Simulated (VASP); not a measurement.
# VASP inputs for ZnS (distorted wurtzite)

INCAR

```
NELM = 120
ENCUT = 520
LREAL = .FALSE.
NBANDS = 26
PREC = Accurate
SIGMA = 0.02
EDIFF = 1E-7
ISMEAR = -1
LCHARG = .FALSE.
ISIF = 2
LWAVE = .FALSE.
IBRION = -1
LASPH = .TRUE.
GGA = PS
NSW = 0
```

KPOINTS

```
KPOINTS created by Atomic Simulation Environment
0
Gamma
6 6 4
0 0 0
```

POSCAR

```
Zn S
 1.0000000000000000
     3.9018000000000002    0.0356000000000000    0.0451000000000000
    -1.9200999999999999    3.1896000000000000   -0.0724000000000000
     0.0740000000000000   -0.0945000000000000    6.3139000000000003
 Zn  S
   2   2
Cartesian
 -0.2372596699999997  2.1216321200000001  0.0675199800000000
  1.7937364600000001  1.1277608800000001  3.1212430300000000
  0.0585577700000000  2.1998677899999999  2.2491366200000003
  2.0502877100000001  0.7394172100000000  5.4523454200000003
```

VASP ran with the recommended PBE PAW datasets (36 valence electrons in the cell).

Task: Estimate the main results of this run.

Result: gap between bands v and c on the k mesh 1.69 eV; least direct gap on the k mesh 1.69 eV; pressure 0.5 GPa; largest force 1.69 eV/Å.
